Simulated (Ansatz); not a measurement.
**C: a line through a two-coordinate scan**

How does the energy of C (P6_3/mmc, No. 194; 12 atoms in the cell) vary with equal engineering shear yz, xz and xy, at equal normal strain along x, y and z = 2 %?

A COD entry behind a cell of this session may itself be a prediction, so a difference from it is no test against experiment.

Method: DFT PBE, scalar-relativistic, plane waves, PAW, in Ansatz 0.2.0.

15 further runs of the same task are left out: 15 set aside as unsound or not needed. Runs told in other sessions of the task aren't counted.

## (1) The starting structure

Symmetry: P6_3/mmc, No. 194, hexagonal system. Conventional cell: a = 2.521 Å, b = 2.521 Å, c = 12.429 Å, α = 90.00°, β = 90.00°, γ = 120.00°. Around C (site symmetry 3m) lie 4 C at 1.55 to 1.57 Å. C (site symmetry 3m) has 4 C at 1.54 to 1.55 Å in its first shell of neighbours. C (site symmetry 3m) is surrounded by 4 C at 1.55 Å.

As a file:

```
C
1.0
     2.52055    0.00000    0.00000
    -1.26027    2.18286    0.00000
     0.00000    0.00000   12.42911
C
12
Direct
  0.00000 0.00000 0.18686
  0.00000 0.00000 0.68686
  0.00000 0.00000 0.31314
  0.00000 0.00000 0.81314
  0.33333 0.66667 0.52077
  0.66667 0.33333 0.02077
  0.33333 0.66667 0.97923
  0.66667 0.33333 0.47923
  0.33333 0.66667 0.64510
  0.66667 0.33333 0.14510
  0.33333 0.66667 0.85490
  0.66667 0.33333 0.35490
```

It is the result of an earlier relaxation at this level (volume 5.70 Å³/atom; gap on the mesh: 4.44 eV).

## (2) What is varied

The energy is mapped over two homogeneous strains (x along [1 0 0], y along [1 2 0], z along [0 0 1] of the conventional cell).

- equal engineering shear yz, xz and xy: 7 values from −11.0 to 11.0 %
- equal normal strain along x, y and z: 7 values from −3 to 3 %

Nothing else is relaxed (fractional coordinates fixed). Energies count from the relaxed crystal. Points are written as (first, second).

## (3) The run at (−11.0 %, 2 %)

Contents of input.yaml:

```yaml
crystal:
  lattice:
    - [2.5709566628, -0.1386300161, -0.1386300161]
    - [-1.4055354471, 2.29582879, -0.0507421076]
    - [-0.6836011873, -0.6836011873, 12.6776947464]
  atoms:
    - { symbol: C, position: [0.0, 0.0, 0.1868593266] }
    - { symbol: C, position: [0.0, 0.0, 0.6868593266] }
    - { symbol: C, position: [0.0, 0.0, 0.3131406734] }
    - { symbol: C, position: [0.0, 0.0, 0.8131406734] }
    - { symbol: C, position: [0.3333333333, 0.6666666667, 0.5207665411] }
    - { symbol: C, position: [0.6666666667, 0.3333333333, 0.0207665411] }
    - { symbol: C, position: [0.3333333333, 0.6666666667, 0.9792334589] }
    - { symbol: C, position: [0.6666666667, 0.3333333333, 0.4792334589] }
    - { symbol: C, position: [0.3333333333, 0.6666666667, 0.6450950823] }
    - { symbol: C, position: [0.6666666667, 0.3333333333, 0.1450950823] }
    - { symbol: C, position: [0.3333333333, 0.6666666667, 0.8549049177] }
    - { symbol: C, position: [0.6666666667, 0.3333333333, 0.3549049177] }
basis:
  ecutwfc: 520.0
kpoints:
  mp_grid: { grid: [12, 12, 2] }
hamiltonian:
  xc: pbe
  pseudopotentials: { kind: paw, azcp: { folder: soft_1 } }
scf:
  occupations: { method: gaussian, width: 0.05 }
output:
  forces: true
  stress: true
  eigenvalues: true
```

Command:

```sh
> ansatz run input.yaml --threads 2 --pin off --max-ram 4096MiB --backend cpu --events-out ev --progress --plain --runs-dir out
```

Further runs follow: the other points of the line.

**Question.** What will these runs give? Wanted: for each run, equal engineering shear yz, xz and xy; energy; slope; pressure; largest force on an atom.

As calculated:

| equal engineering shear yz, xz and xy (%) | step | energy (meV/atom) | slope (meV/atom per %) | pressure (GPa) | band gap on the k-mesh (eV) | largest force on an atom (eV/Å) |
| --- | --- | --- | --- | --- | --- | --- |
| −11.0 | 3 | 330 | −57 | −13.1 | 1.34 | 1.49 |
| −7.3 | – | 159 | −37 | −18.7 | 2.42 | 0.68 |
| −3.7 | 4 | 59 | −18 | −22.0 | 3.46 | 0.20 |
| 0.0 | 5 | 26 | 0 | −23.0 | 4.28 | 0.04 |
| 3.7 | 6 | 58 | 17 | −22.0 | 3.70 | 0.09 |
| 7.3 | 7 | 151 | 34 | −19.1 | 2.98 | 0.36 |
| 11.0 | 8 | 304 | 50 | −14.2 | 2.21 | 0.80 |

Energies count from the relaxed crystal. Rows without a step come from runs not printed here or follow by symmetry. Slopes come from the forces (and the stress, where the cell changes), not from differences of energies.

**Reading.** Of the points computed the energy is lowest at 0.0 %, 26 meV/atom from the zero. A fit to energies and slopes at the lowest point and its two neighbours puts the minimum at 0.00 %, with a curvature of about 4.8 meV/atom per %². Divided by the reference volume, that is a stiffness of about 1300 GPa for this pattern of strain, with the ions clamped. The highest point computed, at −11.0 %, lies 304 meV/atom above the lowest. This is one cut through a surface in two coordinates; the map's lowest point lies off it. With the other coordinates free, the energies away from the reference would be the same or lower.

The gaps are Kohn-Sham values of a semilocal functional, not quasiparticle or optical gaps. Such gaps usually fall short of the measured ones.
